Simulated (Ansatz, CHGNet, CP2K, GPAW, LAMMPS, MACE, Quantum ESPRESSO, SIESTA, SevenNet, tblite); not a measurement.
**GPAW on liquid Al2O3 at 2500 K (95 atoms): settings against a plane-wave reference**

How do the settings of GPAW change the result for liquid Al2O3 at 2500 K (95 atoms)? A plane-wave run serves as the yardstick.

Program: GPAW 26.7.0. Level of theory: the method is named at each step. Results are calculated unless marked as measured.

**1. Set-up**

The cell holds 95 atoms: 38 Al and 57 O. Its edges and angles: a = 10.461 Å, b = 10.461 Å, c = 10.461 Å, α = 90.0°, β = 90.0°, γ = 90.0°. 95 atoms (38 Al, 57 O) placed at random at 2.81 g/cm³, melted at 4500 K for 20 ps at fixed volume with the Morse and Coulomb pair potential with partial charges (Pedone, Malavasi, Menziani, Cormack and Segre, J. Phys. Chem. B 110, 11780 (2006)). Snapshot at the end of a hold of 20 ps at 2500 K and fixed volume.

The yardstick, on the same geometry:

- method: Kohn-Sham DFT, PBE, PAW, plane waves (Ansatz 0.2.0); cutoff 420 eV, Γ point, fermi-dirac smearing of 0.05 eV; PAW set soft_2
- r.m.s. force component: 2.712 eV/Å
- longest force: 13.66 eV/Å
- pressure: 4.095 GPa
- gap (highest filled to lowest empty level): 1.409 eV
- SCF cycles: 10
- time: 14 s on 4 threads of Arm Neoverse V2, shared host
- CPU time: 51 s

**2. PBE, LCAO dzp, h 0.18 Å**

Method: Kohn-Sham DFT, PBE, PAW, atomic orbitals (dzp).

run.py reads:

```python
import numpy as np
from ase.io import read
from gpaw import GPAW, FermiDirac
from ase.parallel import parprint as print

atoms = read("structure.xyz")
atoms.calc = GPAW(
    mode="lcao",
    basis="dzp",
    h=0.18,
    xc="PBE",
    kpts={"size": (1, 1, 1), "gamma": True},
    occupations=FermiDirac(0.05),
    maxiter=200,
    symmetry={"point_group": False},
    txt="gpaw.txt",
)
energy = atoms.get_potential_energy(force_consistent=True)
forces = atoms.get_forces()
print(f"energy {energy:.6f} eV")
print("forces (eV/A)")
for i, (a, f) in enumerate(zip(atoms, forces)):
    print(f"{i:4d} {a.symbol:2s} {f[0]:10.5f} {f[1]:10.5f} {f[2]:10.5f}")
print(f"Fermi level {atoms.calc.get_fermi_level():.4f} eV")
for k in range(len(atoms.calc.get_ibz_k_points())):
    for s in range(atoms.calc.get_number_of_spins()):
        e = atoms.calc.get_eigenvalues(kpt=k, spin=s)
        n = np.searchsorted(e, atoms.calc.get_fermi_level())
        print(f"k {k} spin {s} levels about the Fermi level:", np.round(e[max(n - 6, 0):n], 4).tolist(), "|", np.round(e[n:n + 6], 4).tolist())
```

structure.xyz reads:

```xyz
95
Lattice="10.46110 0.00000 0.00000 0.00000 10.46110 0.00000 0.00000 0.00000 10.46110" Properties=species:S:1:pos:R:3 pbc="T T T"
Al 3.25257 5.43496 2.27131
Al 7.58513 7.47592 5.43098
Al 2.72282 2.53263 8.35852
Al 9.29762 0.72569 1.99933
Al 9.41928 6.52135 2.99690
Al 7.13886 2.23135 10.46047
Al 7.32580 4.15975 1.82787
Al 9.28130 3.14774 8.85103
Al 7.05266 9.02186 3.00129
Al 6.99053 5.10292 7.68933
Al 8.65666 10.34143 9.27596
Al 1.10616 7.47425 4.76691
Al 0.63488 4.01759 6.35993
Al 7.44119 1.68748 3.04428
Al 5.05679 4.38310 9.92737
Al 1.14214 10.44541 3.64674
Al 10.12729 1.63340 5.71961
Al 2.24830 9.19782 6.75390
Al 1.77546 2.59425 2.59990
Al 5.47639 9.67683 0.91022
Al 2.01512 5.63236 8.89528
Al 3.99760 1.61624 0.46249
Al 2.91896 8.95177 9.52347
Al 4.22932 6.93843 7.70450
Al 3.70292 3.72530 5.82505
Al 1.12771 0.43780 10.39384
Al 0.80990 7.25791 0.33172
Al 6.63840 10.25188 5.57775
Al 8.40539 7.69257 0.29134
Al 6.24716 7.80827 8.90104
Al 0.68070 4.67716 3.96538
Al 9.70591 9.20336 6.46098
Al 6.23774 2.07360 7.63012
Al 9.52598 6.00363 8.06791
Al 7.77385 4.29208 4.72821
Al 5.21496 6.12822 5.17082
Al 3.58481 8.84099 3.72781
Al 4.48478 1.42135 3.59422
O 3.43699 0.03212 4.09144
O 1.97589 2.68631 6.65995
O 4.49670 2.57992 6.94345
O 6.76300 3.67321 7.19410
O 4.14260 10.21464 0.42441
O 3.28845 1.88750 1.93321
O 1.72912 8.62298 3.65071
O 0.83814 2.16900 3.78232
O 6.80296 9.56427 10.10971
O 6.65587 0.78667 6.82074
O 8.47129 4.65707 8.55980
O 6.29151 0.81105 4.03296
O 6.20354 8.69799 5.03744
O 5.15335 2.30050 9.81335
O 8.58867 6.60179 6.67460
O 0.38633 6.36349 3.69904
O 9.74263 10.07090 8.00672
O 1.90120 4.23978 2.67877
[... 35 atom lines left out ...]
O 3.31669 8.42945 5.77746
O 0.46071 4.96180 7.84018
O 2.64321 1.58224 9.91691
O 9.67756 10.33619 0.06842
```

Run with:

```
OMP_NUM_THREADS=1 mpirun -np 2 gpaw python run.py > output.txt
```

The program printed:

```text
energy -607.976352 eV
forces (eV/A)
   0 Al    1.24885    0.05877    0.14758
   1 Al    0.64150   -0.06653    1.83018
   2 Al    0.87578   -0.05224   -1.87682
   3 Al    5.59414    0.24197   -5.83004
   4 Al   -1.80390   -2.47846   -9.11901
   5 Al   -3.29285   -2.51701    3.79772
   6 Al    3.45194    2.72773   -0.76490
   7 Al    2.04128   -2.11679   -0.15557
   8 Al   -2.78402    0.25288    3.80995
   9 Al    0.01483    8.79171    3.07191
  10 Al   -4.06121   -0.23198   -2.23319
  11 Al    2.31019   -1.62193    1.27154
  12 Al   -1.01496   -1.23476    3.47094
  13 Al   -3.19927    1.76416    0.66137
  14 Al   -2.35104   -3.08699    3.99004
  15 Al    3.82531   -0.85996    7.02707
  16 Al   -4.37598    7.31098    0.98252
  17 Al   -0.28281   -0.77234   -0.21518
  18 Al    4.94291   -2.13703   -4.48229
  19 Al    8.16414   -1.86156    1.44376
  20 Al   -2.62627    0.10983   -0.47271
  21 Al    3.72929   -3.19829   -0.19562
  22 Al    0.02745    1.79225   -1.33692
  23 Al   -0.18385    2.32575    0.98188
[...]
87 O     0.22786   -0.70100   -0.39265
  88 O    -4.13815   -1.78841    0.69083
  89 O    -0.80494    3.16061    0.26910
  90 O    -1.23210   -3.37810   -1.98411
  91 O     3.00234   -2.04058   -2.72708
  92 O     2.73396    0.00660    1.03392
  93 O    -3.96775   -0.38490   -1.98277
  94 O     2.79059    0.67367    5.92357
Fermi level 4.6841 eV
k 0 spin 0 levels about the Fermi level: [3.6269, 3.6777, 3.8345, 3.8932, 3.9346, 4.028] | [5.3294, 6.6173, 6.819, 7.2973, 7.37, 7.5904]
```

gpaw.txt:

```text
Input parameters:
  mode=LCAO(),
  basis={'default': 'dzp'},
  h=0.18,
  kpts=MonkhorstPack(size=(1, 1, 1), gamma=True),
  maxiter=200,
  occupations=Occupations(name='fermi-dirac', width=0.05, fixmagmom=False),
  symmetry=Symmetry(point_group=False),
  xc=XC(name='PBE')
Unit cell  # Å
| periodic |         x |         y |         z |   lengths |    angles |
|----------|-----------|-----------|-----------|-----------|-----------|
|      yes | 10.461100 |  0.000000 |  0.000000 | 10.461100 | 90.000000 |
|      yes |  0.000000 | 10.461100 |  0.000000 | 10.461100 | 90.000000 |
|      yes |  0.000000 |  0.000000 | 10.461100 | 10.461100 | 90.000000 |
Number of symmetries: 1
Symmetry operations  # r_c * U_cc + t_c -> r_c
|   | kind |            matrix            |
|---|------|------------------------------|
| 0 |  E   |  1, 0, 0,  0, 1, 0,  0, 0, 1 |
BZ-sampling:
  Number of BZ points: 1
  Number of IBZ points: 1
  Monkhorst-Pack size: [1, 1, 1]
  Monkhorst-Pack shift: [0, 0, 0]
[... lines left out ...]
        l=1, rc=2.8906 Bohr: 2p-dz split-valence wave
        l=2, rc=5.3906 Bohr: d-type Gaussian polarization
      Number of RI-basis functions 0
Reference energy: -367258.665230  # eV
eigensolver:
density mixing:
  MSR1-Mixer
occupation numbers:
  Fermi-Dirac:
    width: 0.0500  # eV
FastPoissonSolver using
    Stencil: 6*3+1=19 point O(h^6) finite-difference Laplacian
xc functional:
  name: PBE with 2 nearest neighbor stencil
interpolation: tri-quintic # 5. degree polynomial
Initialization done in: 5.249 s
convergence criteria:
- Maximum [total energy] change in last 3 cyles: 0.0005 eV / valence electron
- Maximum integral of absolute [dens]ity change: 0.0001 electrons / valence electron
- Maximum integral of absolute [eigenst]ate change: 4e-08 eV^2 / valence electron
maximum number of iterations: 200
SCF iterations
|iter     |      energy | eigst |  dens |
|---------|-------------|-------|-------|
|iter:   1| -680.947494 |      c|       |
|iter:   2| -661.919229 |      c| -0.71 |
|iter:   3| -608.028259 |      c| -0.76 |
|iter:   4| -607.949734 |      c| -1.36 |
|iter:   5| -608.183847 |      c| -1.63 |
|iter:   6| -607.983164 |      c| -2.10 |
|iter:   7| -607.976964c|      c| -2.79 |
|iter:   8| -607.976420c|      c| -3.06 |
|iter:   9| -607.976365c|      c| -3.50 |
|iter:  10| -607.976349c|      c| -3.96 |
|iter:  11| -607.976348c|      c| -4.35c|
Converged in 11 steps
SCF loop duration: 127.961 s (11.633 s/step)
Energy contributions relative to reference atoms: (reference = -367258.665230)
Energy contributions:
  Kinetic:         813.544493
  Coulomb:        -692.772478
  Zero:              9.285661
  External:          0.000000
  Xc:             -738.034021
  Entropy:          -0.000007
  Spinorbit:         0.000000
  ----------------------------
  Free energy:    -607.976352
  Extrapolated:   -607.976348
dipole moment: (-15.912497, 57.716925, -56.397400)  # |e|*Ang
Fermi level: 4.684
Eigenvalues  # (at kpt = [0.000, 0.000, 0.000])
| band index |      eig [eV] | occ [0-2] |
|------------|---------------|-----------|
|          0 |       -16.749 |     2.000 |
|        ... |               |           |
|        220 |         3.473 |     2.000 |
|        221 |         3.608 |     2.000 |
[...]
|        235 |         7.961 |     0.000 |
|        ... |               |           |
|        277 |        11.387 |     0.000 |
Gap: 1.301 eV
Transition (v -> c):
  (s=0, k=0, n=227, [0.00, 0.00, 0.00]) -> (s=0, k=0, n=228, [0.00, 0.00, 0.00])
No difference between direct/indirect transitions
Force computation time: 27.911  # s
```

It took 2.7 min on 2 MPI ranks of Arm Neoverse V2, shared host; peak memory 2.3 GiB; 5.4 min of CPU time.

Banners, paths, timers and routine set-up lines are dropped from the logs unmarked, and long logs keep their key lines alone; longer cuts are marked.

Numbers from this run, and their distance from the reference:

```yaml
r_m_s_force_component: 2.996 eV/Å
r_m_s_difference_of_force_components: 374.7 meV/Å
longest_difference_of_force_vectors: 1535 meV/Å
force_difference_over_r_m_s_force: 13.82 %
slope_of_forces_against_the_reference_s: 1.101
correlation_of_force_components: 0.9963
spacing_of_highest_filled_and_lowest_empty_level: 1.301 eV
gap_difference: -0.1073 eV
```

Length of the force difference by element (eV/Å):

| element | atoms | mean | most |
| --- | --- | --- | --- |
| Al | 38 | 0.58 | 1.2 |
| O | 57 | 0.60 | 1.5 |

Levels nearest the highest filled one (eV from it): -0.40, -0.35, -0.19, -0.13, -0.09, 0.00, 1.30, 2.59, 2.79, 3.27, 3.34, 3.56.

The surroundings of Al29, which has 3 bonded neighbours where the commonest count for Al is 4, nearest first, numbered as they follow in the input and with coordinates relative to it.

| atom | x | y | z | distance (Å) | bonds | Fx | Fy | Fz (eV/Å) |
| --- | --- | --- | --- | --- | --- | --- | --- | --- |
| Al29 | 0.00 | 0.00 | 0.00 | 0.00 | 3 | 3.92 | 5.27 | 13.04 |
| O79 | -0.68 | -0.40 | -1.21 | 1.44 | 2 | -5.08 | -5.43 | -12.17 |
| O60 | 1.35 | -0.29 | 0.98 | 1.69 | 3 | 2.56 | -1.37 | 2.42 |
| O81 | -1.07 | 0.26 | 1.55 | 1.90 | 2 | 0.51 | -2.78 | -5.04 |
| O47 | -1.60 | 1.87 | -0.64 | 2.55 | 3 | 1.63 | -0.25 | -1.78 |
| O59 | 1.98 | -0.62 | -1.69 | 2.67 | 2 | 0.94 | 1.35 | 3.12 |
| Al30 | -2.16 | 0.12 | -1.85 | 2.85 | 5 | -0.60 | 3.07 | 5.80 |
| Al27 | 2.87 | -0.43 | 0.04 | 2.90 | 4 | -3.50 | 2.06 | -2.54 |
| O95 | 1.27 | 2.64 | -0.22 | 2.94 | 3 | 2.79 | 0.67 | 5.92 |
| Al11 | 0.25 | 2.65 | -1.48 | 3.04 | 4 | -4.06 | -0.23 | -2.23 |
| Al5 | 1.01 | -1.17 | 2.71 | 3.12 | 4 | -1.80 | -2.48 | -9.12 |

Atoms are counted from 1 here, from 0 in the log.

Forces lie 14 % from the reference's, at 6.4 times its CPU time (on 2 against 4 cores).

**3. PBE, LCAO dzp, h 0.18 Å, other mixer settings**

Method: Kohn-Sham DFT, PBE, PAW, atomic orbitals (dzp).

run.py, as its differences from that of step 2:

```diff
@@ -2,3 +2,3 @@
 from ase.io import read
-from gpaw import GPAW, FermiDirac
+from gpaw import GPAW, FermiDirac, Mixer
 from ase.parallel import parprint as print
@@ -13,2 +13,3 @@
     occupations=FermiDirac(0.05),
+    mixer=Mixer(0.1, 5, 50),
     maxiter=200,
```

structure.xyz is that of step 2.

The program printed:

```text
energy -607.976352 eV
forces (eV/A)
   0 Al    1.25089    0.05691    0.14708
   1 Al    0.64258   -0.06557    1.83002
   2 Al    0.87587   -0.05112   -1.87725
   3 Al    5.59306    0.24228   -5.83025
   4 Al   -1.80477   -2.47834   -9.11893
   5 Al   -3.29324   -2.51775    3.79875
[...]
92 O     2.73367    0.00651    1.03415
  93 O    -3.96699   -0.38409   -1.98282
  94 O     2.78868    0.67382    5.92218
Fermi level 4.6841 eV
k 0 spin 0 levels about the Fermi level: [3.627, 3.6779, 3.8346, 3.8933, 3.9348, 4.0282] | [5.3292, 6.6171, 6.8188, 7.2971, 7.3697, 7.5901]
```

gpaw.txt:

```text
Input parameters:
  mode=LCAO(),
  basis={'default': 'dzp'},
  h=0.18,
  kpts=MonkhorstPack(size=(1, 1, 1), gamma=True),
  maxiter=200,
[... lines left out ...]
  occupations=Occupations(name='fermi-dirac', width=0.05, fixmagmom=False),
[... lines left out ...]
  Fermi-Dirac:
[... lines left out ...]
convergence criteria:
- Maximum [total energy] change in last 3 cyles: 0.0005 eV / valence electron
[... lines left out ...]
Converged in 15 steps
[... lines left out ...]
  Free energy:    -607.976352
[... lines left out ...]
Fermi level: 4.684
[... lines left out ...]
|        ... |               |           |
|        220 |         3.473 |     2.000 |
|        221 |         3.608 |     2.000 |
[...]
|        235 |         7.961 |     0.000 |
|        ... |               |           |
|        277 |        11.387 |     0.000 |
Gap: 1.301 eV
Transition (v -> c):
  (s=0, k=0, n=227, [0.00, 0.00, 0.00]) -> (s=0, k=0, n=228, [0.00, 0.00, 0.00])
No difference between direct/indirect transitions
Force computation time: 27.629  # s
```

Wall time 3.5 min (2 MPI ranks); peak memory 2.2 GiB; 7.1 min of CPU time.

Against the reference:

```yaml
r_m_s_force_component: 2.996 eV/Å
r_m_s_difference_of_force_components: 374 meV/Å
longest_difference_of_force_vectors: 1530 meV/Å
force_difference_over_r_m_s_force: 13.79 %
slope_of_forces_against_the_reference_s: 1.101
correlation_of_force_components: 0.9963
spacing_of_highest_filled_and_lowest_empty_level: 1.301 eV
gap_difference: -0.1077 eV
energy_less_the_same_level_run_s: 0 meV/atom
r_m_s_force_difference_from_the_same_level_run: 1.031 meV/Å
```

Against the first run (14 %), the force difference from the reference is 14 %, at 1.3 times the CPU time: another solver or mixer reaches the same state.

**4. PBE, LCAO szp(dzp), h 0.18 Å**

Method: Kohn-Sham DFT, PBE, PAW, atomic orbitals (szp(dzp)).

run.py, as its differences from that of step 3:

```diff
@@ -2,4 +2,3 @@
 from ase.io import read
-from gpaw import GPAW, FermiDirac, Mixer
-from ase.parallel import parprint as print
+from gpaw import GPAW, FermiDirac
 
@@ -8,3 +7,3 @@
     mode="lcao",
-    basis="dzp",
+    basis="szp(dzp)",
     h=0.18,
@@ -13,3 +12,2 @@
     occupations=FermiDirac(0.05),
-    mixer=Mixer(0.1, 5, 50),
     maxiter=200,
```

structure.xyz is that of step 3.

Run with:

```
OMP_NUM_THREADS=1 python run.py > output.txt
```

The program printed:

```text
energy -595.497620 eV
forces (eV/A)
   0 Al    1.45290    0.02960   -0.17613
   1 Al    0.73562   -0.12559    2.03072
   2 Al    0.83854   -0.16592   -1.97790
   3 Al    5.65586    0.17684   -5.89142
   4 Al   -1.92428   -2.30058   -9.13321
   5 Al   -3.34775   -2.53260    3.79815
   6 Al    3.47590    2.75161   -0.61393
   7 Al    2.47946   -2.22778    0.09144
   8 Al   -2.81641   -0.13337    3.62589
   9 Al    0.03739    8.71471    3.02263
  10 Al   -3.96702   -0.31189   -2.23026
  11 Al    2.47369   -1.72834    1.24456
[...]
90 O    -1.30400   -3.38037   -2.07808
  91 O     2.92772   -1.99007   -2.62647
  92 O     2.80208    0.04466    0.99239
  93 O    -3.85217   -0.33113   -1.97309
  94 O     2.62870    0.71917    5.91058
Fermi level 4.9043 eV
k 0 spin 0 levels about the Fermi level: [3.885, 3.8937, 4.1065, 4.141, 4.2555, 4.2952] | [5.4923, 6.7923, 6.9909, 7.4619, 7.5771, 7.7597]
```

gpaw.txt:

```text
Input parameters:
  mode=LCAO(),
  basis={'default': 'szp(dzp)'},
  h=0.18,
  kpts=MonkhorstPack(size=(1, 1, 1), gamma=True),
  maxiter=200,
  occupations=Occupations(name='fermi-dirac', width=0.05, fixmagmom=False),
  symmetry=Symmetry(point_group=False),
  xc=XC(name='PBE')
[... lines left out ...]
  Fermi-Dirac:
[... lines left out ...]
convergence criteria:
- Maximum [total energy] change in last 3 cyles: 0.0005 eV / valence electron
[... lines left out ...]
Converged in 11 steps
[... lines left out ...]
  Free energy:    -595.497620
[... lines left out ...]
Fermi level: 4.904
[... lines left out ...]
|          0 |       -16.678 |     2.000 |
|        ... |               |           |
|        220 |         3.747 |     2.000 |
|        221 |         3.848 |     2.000 |
[...]
|        235 |         8.107 |     0.000 |
|        ... |               |           |
|        277 |        11.641 |     0.000 |
Gap: 1.197 eV
Transition (v -> c):
  (s=0, k=0, n=227, [0.00, 0.00, 0.00]) -> (s=0, k=0, n=228, [0.00, 0.00, 0.00])
No difference between direct/indirect transitions
Force computation time: 38.021  # s
timing:  # [seconds]
  Total:  227.977  # ━━━━━━━━━━━━━━━━━━━━━━━━━━━━━━━━━━━━━━━━━━━━━━━━━━━━━━━━
  Init:     8.570  # ━━
  SCF:    181.360  # ━━━━━━━━━━━━━━━━━━━━━━━━━━━━━━━━━━━━━━━━━━━━╸
  Forces:  38.021  # ━━━━━━━━━╸
```

It took 3.8 min on 1 thread; peak memory 1.9 GiB.

Compared with the plane-wave run:

- r.m.s. force component: 2.993 eV/Å
- r.m.s. difference of force components: 363.1 meV/Å
- longest difference of force vectors: 1563 meV/Å
- force difference over r.m.s. force: 13.39 %
- slope of forces against the reference's: 1.1
- correlation of force components: 0.9968
- gap (highest filled to lowest empty level): 1.197 eV
- gap difference: -0.2116 eV

This is a coarse setting, run to see what it loses.

Against the first run (14 %), the force difference from the reference is 13 %, at 0.70 times the CPU time (on 1 against 2 cores), with 855 basis functions against 1235: size alone doesn't set the difference here.

**5. A run with a doubtful setting**

run.py, as its differences from that of step 4:

```diff
@@ -7,8 +7,8 @@
     mode="lcao",
-    basis="szp(dzp)",
+    basis="dzp",
     h=0.18,
-    xc="PBE",
+    xc="PBE96",
     kpts={"size": (1, 1, 1), "gamma": True},
     occupations=FermiDirac(0.05),
-    maxiter=200,
+    maxiter=60,
     symmetry={"point_group": False},
```

structure.xyz is that of step 4.

The program printed:

```text
ValueError: not enough values to unpack (expected 2, got 1)
NameError: Unknown functional: PBE96.
```

gpaw.txt:

```text
Input parameters:
  mode=LCAO(),
  basis={'default': 'dzp'},
  h=0.18,
  kpts=MonkhorstPack(size=(1, 1, 1), gamma=True),
  maxiter=60,
  occupations=Occupations(name='fermi-dirac', width=0.05, fixmagmom=False),
  symmetry=Symmetry(point_group=False),
  xc=XC(name='PBE96')
timing:  # [seconds]
  Total: 0.026  # ━━━━━━━━━━━━━━━━━━━━━━━━━━━━━━━━━━━━━━━━━━━━━━━━━━━━━━━━━━━
  Init:  0.008  # ━━━━━━━━━━━━━━━━━━
```

The job ended after 1.1 s (1 thread; peak memory 0.11 GiB).

The program stopped at the start. The fault in the input: an unknown functional (functional PBE96).

**6. Side by side**

Differences are against the plane-wave reference, forces as r.m.s. over components; share is that over the reference's r.m.s. force, slope the least-squares factor from reference forces to these. Total energies of different programs have different zeros and aren't compared.

| run | Δ force, r.m.s. (meV/Å) | share (%) | slope | Δ gap (eV) | cores | CPU time | memory (GiB) |
| --- | --- | --- | --- | --- | --- | --- | --- |
| reference | - | - | - | - | 4 | 51 s | 1.3 |
| GPAW PBE, LCAO dzp, h 0.18 Å | 375 | 13.8 | 1.101 | -0.107 | 2 | 5.4 min | 2.3 |
| GPAW PBE, LCAO dzp, h 0.18 Å, other mixer settings | 374 | 13.8 | 1.101 | -0.108 | 2 | 7.1 min | 2.2 |
| GPAW PBE, LCAO szp(dzp), h 0.18 Å (coarse) | 363 | 13.4 | 1.100 | -0.212 | 1 | 3.8 min | 1.9 |

Rows marked coarse were listed beforehand as settings not expected to be converged; some can still land near the reference.

CPU time is summed over cores on a shared host, where runs went side by side, so it is rough. Symmetry, cutoffs, thresholds, outputs and thread counts weren't matched or tuned between programs; memory under MPI is the largest rank's times the ranks.

Within one program, basis, potentials and functional, energies share a zero. Each run against its twin at the usual cutoff or grid and solver:

| run | twin | Δ energy (meV/atom) | Δ force, r.m.s. (meV/Å) | CPU time over the twin's |
| --- | --- | --- | --- | --- |
| GPAW PBE, LCAO dzp, h 0.18 Å, other mixer settings | LCAO dzp, h 0.18 Å | 0 | 1.03 | 1.3 |

**7. Outcome**

| Item | Value |
| --- | --- |
| nearest in forces | GPAW PBE, LCAO szp(dzp), h 0.18 Å (coarse), 13 % |
| its CPU time | 3.8 min |

What this shows: The PBE runs in local orbitals, coarse settings apart, differ by 14 % in each run; basis, grid and potentials can all enter. Runs with settings chosen to be coarse differ by 13 % (GPAW PBE, LCAO szp(dzp), h 0.18 Å), their programs' other errors included. None of the electronic-structure runs in the table takes under half the reference's CPU time of 51 s; they take 4.5 to 8.3 times as much. GPAW PBE, LCAO dzp, h 0.18 Å stiffens the forces by a factor of 1.10 while following their directions (correlation 0.996); the slopes of the 3 GPAW runs lie between 1.10 and 1.10. At the same functional, gaps differ from the reference's 1.41 eV by between -0.21 and -0.11 eV. The frame stands for 2500 K, but pressures are static and levels are smeared at 580 K. The network of bonds at the start is that of the classical potential that made the cell, and needn't be the one that DFT or experiment would give. The reference's stress is far from hydrostatic: its diagonal is 3.0, 2.9, 6.4 GPa, compression counted positive. The electronic-structure runs sample only Γ, in a cell whose shortest periodic width is 10 Å.

[Also dropped from logs without a mark: logging warnings of Python, and SIESTA's first energy breakdown and zero terms.]

[Logs are printed without paths, hosts, clocks, repeated set-up lines and the standing remarks that a program may print on its own settings, such as how far it seeks lower states.]

[Hosts, paths, dates, database ids (printed as entryN), source tags and the programs' standing remarks are cut or masked in the printed files.]
